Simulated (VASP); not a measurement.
# MgI2 (Fm-3m) in VASP: a series of runs, part 2 of 2

VASP 6.6.1.

### Step 3. Single point, r2SCAN (uniaxial_z strain -2.1%)

Input file POSCAR:

```
MgI2
1.0
    0.0000000000      3.7557205871      3.6772260268
    3.7557205871      0.0000000000      3.6772260268
    3.7557205871      3.7557205871      0.0000000000
Mg I
1 2
Direct
    0.0000000000      0.0000000000      0.0000000000
    0.2500000000      0.2500000000      0.2500000000
    0.7500000000      0.7500000000      0.7500000000
```

Input file INCAR.step1:

```
PREC = Accurate
ENCUT = 520
ISMEAR = 0
SIGMA = 0.01
LREAL = F
LASPH = T
NELM = 100
NBANDS = 15
GGA = PE
ALGO = Normal
EDIFF = 1E-4
LWAVE = T
LCHARG = F
```

Input file INCAR.step2:

```
PREC = Accurate
ENCUT = 520
EDIFF = 1E-7
ISMEAR = 0
SIGMA = 0.01
LREAL = F
LASPH = T
NELM = 100
ALGO = Normal
ISIF = 2
LWAVE = F
LCHARG = F
METAGGA = R2SCAN
LMIXTAU = T
NBANDS = 15
ISTART = 1
```

Input file KPOINTS:

```
Automatic mesh
0
Gamma
  6 6 6
```

Potentials or basis: VASP PAW PBE potentials, release 64 (Mg, I).

Launch:

```bash
> cat potpaw_PBE.64/Mg/POTCAR potpaw_PBE.64/I/POTCAR > POTCAR
> cp INCAR.step1 INCAR
> mpirun -np 1 vasp_std > vasp.out
> cp INCAR.step2 INCAR
> mpirun -np 1 vasp_std > vasp.out
```

OUTCAR:

```text
PREC = Accurate
   ENCUT = 520
   EDIFF = 1E-7
   ISMEAR = 0
   LREAL = F
   LASPH = T
   NELM = 100
   ISIF = 2
   METAGGA = R2SCAN
   ISTART = 1

 ion  position               nearest neighbor table
   1  0.000  0.000  0.000-   3 3.23   2 3.23   3 3.23   2 3.23   3 3.23   3 3.23   2 3.23   2 3.23

   2  0.250  0.250  0.250-   1 3.23   1 3.23   1 3.23   1 3.23
   3  0.750  0.750  0.750-   1 3.23   1 3.23   1 3.23   1 3.23

  LATTYP: Found a body centered tetragonal cell.
 ALAT       =     5.3113909908
 C/A-ratio  =     1.3846564989

  Lattice vectors:

 A1 = (   0.0000000000,  -3.7557205871,  -3.6772260268)
 A2 = (   0.0000000000,   3.7557205871,  -3.6772260268)
 A3 = (   3.7557205871,   0.0000000000,   3.6772260268)

Analysis of symmetry for initial positions (statically):
=====================================================================
 Subroutine PRICEL returns:
 Original cell was already a primitive cell.

 Routine SETGRP: Setting up the symmetry group for a
 body centered tetragonal supercell.

[... 183 lines left out ...]
      6       1.9862      2.00000
      7       1.9862      2.00000
      8       2.2711      2.00000
      9       4.6128      0.00000
     10       6.7431      0.00000
     11       6.7431      0.00000
     12       6.7500      0.00000
     13       8.8585      0.00000
     14       9.0330      0.00000
[... 401 lines left out ...]
      2      -9.0173      2.00000
      3      -1.5328      2.00000
      4      -0.6039      2.00000
      5      -0.4974      2.00000
      6       2.2477      2.00000
      7       2.5061      2.00000
      8       2.8465      2.00000
      9       5.1935      0.00000
     10       8.3637      0.00000
     11       9.3415      0.00000
     12       9.7571      0.00000
     13      10.5276      0.00000
     14      10.9645      0.00000
     15      11.7347      0.00000

 [... further k-points ...]

------------------------ aborting loop because EDIFF is reached ----------------------------------------

  FORCE on cell =-STRESS in cart. coord.  units (eV):
  Direction    XX          YY          ZZ          XY          YZ          ZX
  --------------------------------------------------------------------------------------
  -------------------------------------------------------------------------------------
  Total       -0.0791151     -0.0791151      1.3044182      0.0000000     -0.0000000      0.0000000
  in kB       -1.2218930     -1.2218930     20.1460807      0.0000000     -0.0000000      0.0000000
  external PRESSURE =       5.9007649 kB  Pullay stress =       0.0000000 kB

 VOLUME and BASIS-vectors are now :
 -----------------------------------------------------------------------------
  energy-cutoff  :      520.00
  volume of cell :      103.74
      direct lattice vectors                 reciprocal lattice vectors
     0.000000000  3.755720587  3.677226027    -0.133130244  0.133130244  0.135972061
     3.755720587  0.000000000  3.677226027     0.133130244 -0.133130244  0.135972061
     3.755720587  3.755720587  0.000000000     0.133130244  0.133130244 -0.135972061

 POSITION                                       TOTAL-FORCE (eV/Angst)
 -----------------------------------------------------------------------------------
      0.00000      0.00000      0.00000        -0.000000      0.000000     -0.000000
      1.87786      1.87786      1.83861        -0.000000     -0.000000     -0.000000
      5.63358      5.63358      5.51584         0.000000      0.000000      0.000000
 -----------------------------------------------------------------------------------
    total drift:                                0.000000     -0.000000      0.000000

  FREE ENERGIE OF THE ION-ELECTRON SYSTEM (eV)
  ---------------------------------------------------
  free  energy   TOTEN  =       -55.4447526695 eV

  energy  without entropy=      -55.4447526695  energy(sigma->0) =      -55.44475267
```

It took 2.3 min on 1 thread of Intel Xeon Platinum 8488C (Sapphire Rapids), shared host; peak memory 0.27 GiB.

What came out:

* Free energy: -55.4448 eV
* Pressure: 0.6 GPa
* Band gap on the k mesh: 1.20 eV, indirect (least direct gap 1.24 eV)

Stress tensor (GPa, compression positive):
```
-0.12  0.00  0.00
 0.00 -0.12  0.00
 0.00  0.00  2.01
```

Caveat: the PAW data sets were made with another functional, which shifts forces and pressure a little; spin-orbit coupling is left out, which moves the levels of the heavy elements.

### Step 4. Single point, r2SCAN (biaxial_xy strain -2.7%)

Input file POSCAR:

```
MgI2
1.0
    0.0000000000      3.6539405592      3.7557205871
    3.6539405592      0.0000000000      3.7557205871
    3.6539405592      3.6539405592      0.0000000000
Mg I
1 2
Direct
    0.0000000000      0.0000000000      0.0000000000
    0.2500000000      0.2500000000      0.2500000000
    0.7500000000      0.7500000000      0.7500000000
```

Input file INCAR.step1:

```
SYSTEM = MgI2
ALGO = Normal
EDIFF = 1E-4
ENCUT = 520
GGA = PE
ISMEAR = 0
LASPH = .True.
LCHARG = .False.
LREAL = .False.
LWAVE = .True.
NBANDS = 15
NELM = 100
PREC = Accurate
SIGMA = 0.01
```

Input file INCAR.step2:

```
SYSTEM = MgI2
ALGO = Normal
EDIFF = 1E-7
ENCUT = 520
ISIF = 2
ISMEAR = 0
ISTART = 1
LASPH = .True.
LCHARG = .False.
LMIXTAU = .True.
LREAL = .False.
LWAVE = .False.
METAGGA = R2SCAN
NBANDS = 15
NELM = 100
PREC = Accurate
SIGMA = 0.01
```

Input file KPOINTS:

```
k-points
0
Gamma
  6 6 6
  0 0 0
```

Launch:

```bash
> cat potpaw_PBE.64/Mg/POTCAR potpaw_PBE.64/I/POTCAR > POTCAR
> cp INCAR.step1 INCAR
> mpirun -np 1 vasp_std > vasp.out
> cp INCAR.step2 INCAR
> mpirun -np 1 vasp_std > vasp.out
```

Wall time 2.2 min (1 thread of Intel Xeon Platinum 8488C (Sapphire Rapids), shared host); peak memory 0.27 GiB.

Results (log left out):

- Free energy: -55.4122 eV
- Pressure: 1.8 GPa
- Band gap on the k mesh: 1.20 eV, direct

Stress tensor (GPa, compression positive):
```
 2.82  0.00  0.00
 0.00  2.82  0.00
 0.00  0.00 -0.11
```

Levels at points of the mesh, in eV from the valence-band top:
```csv
k point,band 4,band 5,band 6,band 7,band 8,band 9,band 10,band 11,band 12,band 13
"(0.00, 0.00, 0.00)",-3.49,-3.31,-1.62,-1.24,-1.24,1.31,3.26,3.27,3.27,5.34
"(0.50, 0.00, 0.00)",-2.96,-2.88,-2.86,-2.67,-2.64,3.28,5.46,5.56,6.18,6.89
"(0.50, 0.50, 0.00)",-4.27,-4.27,-0.61,-0.61,-0.25,1.36,4.84,7.02,7.02,7.02
"(0.50, 0.00, 0.50)",-4.38,-4.23,-0.88,-0.52,0.00,1.20,4.70,6.83,6.95,7.20
```

Caveat: the PAW data sets were made with another functional, which shifts forces and pressure a little; spin-orbit coupling is left out, which moves the levels of the heavy elements. A k mesh can miss the band edges.

### Step 5. The runs side by side

```csv
cell,gap on the mesh (eV),pressure (GPa)
hydrostatic strain +2.3%,1.15,-1.9
uniaxial_z strain -2.1%,1.20,0.6
biaxial_xy strain -2.7%,1.20,1.8
```

Alike in all rows: task single point; level r2SCAN; potentials or basis VASP PAW PBE potentials, release 64 (Mg, I); no spin polarisation; k mesh 6 × 6 × 6; cutoff (eV) 520; smearing gaussian 0.01 eV.

Caveats: the PAW data sets were made with another functional, which shifts forces and pressure a little; spin-orbit coupling is left out, which moves the levels of the heavy elements.

Total energies depend on the potentials used, so only differences within one code and one set of settings carry meaning.
